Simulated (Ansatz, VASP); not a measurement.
## InPd: VASP beside Ansatz

The input INCAR:

```
PREC = Accurate ; ENCUT = 520
EDIFF = 1E-7 ; ISMEAR = -1
SIGMA = 0.05 ; LREAL = F
LASPH = T ; NELM = 80
ALGO = Fast ; ISIF = 2
LWAVE = F ; LCHARG = F
GGA = PE ; NBANDS = 18
```

The input KPOINTS:

```
Automatic mesh
0
Gamma
  8 8 8
```

The input POSCAR:

```
InPd
1.0
    3.3149408331      0.0000000000      0.0000000000
    0.0000000000      3.3149408331      0.0000000000
    0.0000000000      0.0000000000      3.3149408331
In Pd
1 1
Direct
    0.0000000000      0.0000000000      0.0000000000
    0.5000000000      0.5000000000      0.5000000000
```

input.yaml

```yaml
crystal:
  lattice:
    - [3.3149408331, 0.0, 0.0]
    - [0.0, 3.3149408331, 0.0]
    - [0.0, 0.0, 3.3149408331]
  atoms:
    - { symbol: In, position: [0.0, 0.0, 0.0] }
    - { symbol: Pd, position: [0.5, 0.5, 0.5] }
kpoints:
  mp_grid: { grid: [8, 8, 8] }
scf:
  occupations: { method: fermi_dirac, width: 0.05 }
hamiltonian:
  xc: pbe
  pseudopotentials: { kind: all_electron, lapw: { basis_error: 0.0005 } }
output:
  forces: true
  stress: true
  eigenvalues: true
```

Change from the starting cell: volume scaled by 1.04.

Alike in both runs: task single point; functional PBE; k mesh 8 × 8 × 8; occupations fermi-dirac, width 0.05 eV; no spin polarisation.

|  | VASP | Ansatz |
| --- | --- | --- |
| version | VASP 6.6.1 | Ansatz 0.2.0 |
| potentials or method | VASP PAW PBE potentials, release 64 (In_d, Pd) | all-electron LAPW, scalar-relativistic |
| plane-wave cutoff (eV) | 520 | see its input |

```csv
,VASP,Ansatz,Ansatz less VASP
gap on the k mesh at the Fermi level (eV),none,none,-
pressure (GPa),-1.1,-1.1,-0.06
```

A gap of «none» marks a metal or a gap that the smearing closes. Ansatz ran all-electron here, so the differences hold the error of VASP's frozen core and of both bases.
